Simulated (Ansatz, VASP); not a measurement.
## Two plane-wave programs on Ca

INCAR

```
SYSTEM = Ca
ALGO = Normal ; EDIFF = 1E-8
ENCUT = 520 ; GGA = PE
ISIF = 2 ; ISMEAR = -1
LASPH = .TRUE. ; LCHARG = .FALSE.
LEFG = .TRUE. ; LREAL = .FALSE.
LWAVE = .FALSE. ; NBANDS = 17
NELM = 100 ; PREC = Accurate
SIGMA = 0.08
```

File KPOINTS:

```
k-points
0
G
  11 11 6
  0 0 0
```

POSCAR

```
Ca
1.0
    4.0063579015      0.0000000000      0.0000000000
   -2.0031789507      3.4696077193      0.0000000000
    0.0000000000      0.0000000000      6.5631800663
Ca
2
Direct
    0.3333333333      0.6666666667      0.2500000000
    0.6666666667      0.3333333333      0.7500000000
```

Input for Ansatz:

```yaml
crystal:
  lattice:
    - [4.0063579015, 0.0, 0.0]
    - [-2.0031789507, 3.4696077193, 0.0]
    - [0.0, 0.0, 6.5631800663]
  atoms:
    - { symbol: Ca, position: [0.3333333333, 0.6666666667, 0.25] }
    - { symbol: Ca, position: [0.6666666667, 0.3333333333, 0.75] }
kpoints:
  mp_grid: { grid: [11, 11, 6] }
scf:
  occupations: { method: fermi_dirac, width: 0.08 }
hamiltonian:
  xc: pbe
  pseudopotentials: { kind: paw }
output:
  forces: true
  stress: true
  eigenvalues: true
  efg: { contact_densities: true }
```

Change from the starting cell: volume scaled by 1.02, PAW files.

Alike in both runs: task electric field gradients; functional PBE; k mesh 11 × 11 × 6; occupations fermi-dirac, width 0.08 eV; no spin polarisation.

```csv
,VASP,Ansatz
version,VASP 6.6.1,Ansatz 0.2.0
potentials or method,"VASP PAW PBE potentials, release 64 (Ca_sv)","PAW with Ansatz's default frozen-core files, scalar-relativistic"
plane-wave cutoff (eV),520,420
valence electrons in the cell,20,20
```

|  | VASP | Ansatz | Ansatz less VASP |
| --- | --- | --- | --- |
| pressure (GPa) | -1.1 | -1.1 | -0.01 |
| Vzz of the field gradient on the site that differs most (V/Å²) | -2.7 | -2.6 | +0.07 |
